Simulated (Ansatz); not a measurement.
# SnO2: the cost of one run

Method: DFT PBEsol, scalar-relativistic, plane waves, PAW, in Ansatz 0.2.0.

### Step 1. The system as given

The structure is orthorhombic, space group Pnnm (No. 58). Conventional cell: a = 4.788 Å, b = 4.867 Å, c = 3.241 Å, α = 90.00°, β = 90.00°, γ = 90.00°. Sn (site symmetry 2/m) has 6 O at 2.09 to 2.10 Å as nearest neighbours. O (site symmetry m) has 3 Sn at 2.09 to 2.10 Å as nearest neighbours.

Structure file:

```xyz
6
Lattice="4.7880 0.0000 0.0000 0.0000 4.8666 0.0000 0.0000 0.0000 3.2409" Properties=species:S:1:pos:R:3 pbc="T T T"
Sn    2.3940    2.4333    1.6204
Sn    0.0000    0.0000    0.0000
O     1.3974    1.5624    0.0000
O     3.7914    0.8709    1.6204
O     0.9966    3.9957    1.6204
O     3.3906    3.3042    0.0000
```

The structure comes from the Materials Project (structure only).

### Step 2. The base run

File input.yaml:

```yaml
crystal:
  lattice:
    - [4.788004, 0.0, 0.0]
    - [0.0, 4.866582, 0.0]
    - [0.0, 0.0, 3.240898]
  atoms:
    - { symbol: Sn, position: [0.5, 0.5, 0.5] }
    - { symbol: Sn, position: [0.0, 0.0, 0.0] }
    - { symbol: O, position: [0.291855, 0.321042, 0.0] }
    - { symbol: O, position: [0.791855, 0.178958, 0.5] }
    - { symbol: O, position: [0.208145, 0.821042, 0.5] }
    - { symbol: O, position: [0.708145, 0.678958, 0.0] }
basis:
  ecutwfc: 500
  fft_grid_basis: typed
kpoints:
  mp_grid: { grid: [6, 6, 8] }
hamiltonian:
  xc: pbesol
scf:
  occupations: { method: gaussian, width: 0.05 }
output:
  forces: true
  stress: true
  eigenvalues: true
  bader: true
  write_density: true
  volumetric_format: npy
  elf: true
```

Run with:

```bash
> ansatz run input.yaml --threads 2 --pin off --max-ram 4096MiB --backend cpu --events-out ev --progress --plain --runs-dir out
```

Q: Estimate wall time and peak memory on 2 threads of Arm Neoverse V2, shared host.

About 26 s, with a peak of 0.47 GiB.
